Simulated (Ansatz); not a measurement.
# Ir: the cost of one run

Method: DFT PBE, scalar-relativistic, plane waves, PAW, in Ansatz 0.2.0.

The COD entry's cell or inner coordinates are ideal or old and differ from later refinements, so a difference from it is no clean test against experiment.

4 further runs of the same task are left out: 1 that didn't finish, 3 set aside as unsound or not needed.

**1. The starting structure**

The structure is cubic, space group Fm-3m (No. 225). Conventional cell: a = 3.871 Å, b = 3.871 Å, c = 3.871 Å, α = 90.00°, β = 90.00°, γ = 90.00°. Ir (site symmetry m-3m) is surrounded by 12 Ir at 2.74 Å.

Coordinates:

```cif
data_structure
_symmetry_space_group_name_H-M 'Fm-3m'
_symmetry_Int_Tables_number 225
_cell_length_a 3.8707
_cell_length_b 3.8707
_cell_length_c 3.8707
_cell_angle_alpha 90.000
_cell_angle_beta 90.000
_cell_angle_gamma 90.000
_cell_volume 57.99
loop_
_atom_site_label
_atom_site_type_symbol
_atom_site_symmetry_multiplicity
_atom_site_Wyckoff_symbol
_atom_site_fract_x
_atom_site_fract_y
_atom_site_fract_z
_atom_site_occupancy
Ir1 Ir 4 a 0.00000 0.00000 0.00000 1
```

It is the result of an earlier relaxation at this level (volume 14.50 Å³/atom; gap on the mesh: none (metal)).

**2. The [001] wire, 4 host atoms a period**

The wire is cut from the relaxed crystal, periodic along c with vacuum across. Atoms and period relax; energies count from the bulk, -11935.3107 eV an atom.

The cell holds 4 Ir: a = 10.900 Å, b = 11.200 Å, c = 3.871 Å, α = 90.00°, β = 90.00°, γ = 90.00°.

**3. Relaxing it**

Pressure and volume refer to the whole cell with its vacuum; only the period along c may change.

Contents of input.yaml:

```yaml
crystal:
  lattice:
    - [10.9, 0.0, 0.0]
    - [0.0, 11.2, 0.0]
    - [0.0, 0.0, 3.8706609772]
  atoms:
    - { symbol: Ir, position: [0.5887766279, 0.5863986825, 0.0] }
    - { symbol: Ir, position: [0.5887766279, 0.4136013175, 0.5] }
    - { symbol: Ir, position: [0.4112233721, 0.5863986825, 0.5] }
    - { symbol: Ir, position: [0.4112233721, 0.4136013175, 0.0] }
basis:
  ecutwfc: 420
kpoints:
  mp_grid: { grid: [1, 1, 14] }
hamiltonian:
  xc: pbe
scf:
  occupations: { method: gaussian, width: 0.05 }
output:
  forces: true
  stress: true
  eigenvalues: true
  populations: true
  write_density: true
  write_potential: true
  elf: true
  volumetric_format: npy
relax:
  adjacent_minimum: "off"
  f_tol: 0.02
  max_steps: 45
  cell: { fix: [a, b, alpha, beta, gamma], stress_tol: 0.03 }
```

Started as:

```
> ansatz run input.yaml --threads 4 --pin off --max-ram 11264MiB --backend cpu --events-out ev --progress --plain --runs-dir out
```

Q: Estimate wall time and peak memory on 4 threads of Arm Neoverse V2, shared host.

About 24 s, with a peak of 0.84 GiB.
